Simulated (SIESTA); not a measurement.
## BaH2 under changes of volume

One of the cells (17.401 Å³/atom); the others are scaled copies at fixed shape and fractional positions:

```
CELL_PARAMETERS angstrom
4.46203 0.00000 0.00000
-2.23101 3.86423 0.00000
0.00000 0.00000 6.05529
ATOMIC_POSITIONS crystal
Ba 0.33333 0.66667 0.25000
Ba 0.66667 0.33333 0.75000
H 0.00000 0.00000 0.00000
H 0.00000 0.00000 0.50000
H 0.66667 0.33333 0.25000
H 0.33333 0.66667 0.75000
```

The cell comes from a database or a generator and needn't be the stable form of this composition.

* Program: SIESTA 5.4.2
* Functional: LDA
* Potentials or basis: PseudoDojo 0.4 standard (LDA files)
* Basis: DZP (energy shift 0.003 Ry; two zetas on semicore shells; d shell added on Ba)
* Grid cutoff: 500 Ry
* Energy shift: 0.003 Ry
* k mesh: 5 × 5 × 4
* Occupations: fermi-dirac, width 0.05 eV
* Spin: no spin polarisation

```csv
volume (Å³/atom),energy over the lowest point (meV/atom),pressure (GPa)
16.357,0.00,-0.5
16.705,1.86,-1.2
17.053,5.28,-1.9
17.401,10.11,-2.5
17.749,?,?
18.097,23.47,-3.6
18.445,31.78,-4.1
```

What does the run at 17.749 Å³/atom give?

Energy over the lowest point 16.21 meV/atom; pressure -3.1 GPa.

Worked out: A Birch-Murnaghan fit of order 3 (a polynomial in V^(-2/3)) to the other rows has its minimum at 16.15 Å³/atom, just outside them, with B0 = V·E''(V) = 39 GPa and B' = 3.6 at fixed shape and positions, which overstates the stiffness. It gives 16.21 meV/atom at 17.749 Å³/atom, against the run's 16.21, and -dE/dV = -3.1 GPa, against -3.1.

Energies are extrapolated to zero smearing.

Caveats: this set's barium file shifts pressures by up to 1 GPa against other sets; the basis of atomic orbitals isn't converged, which shifts pressures, moduli and gaps.
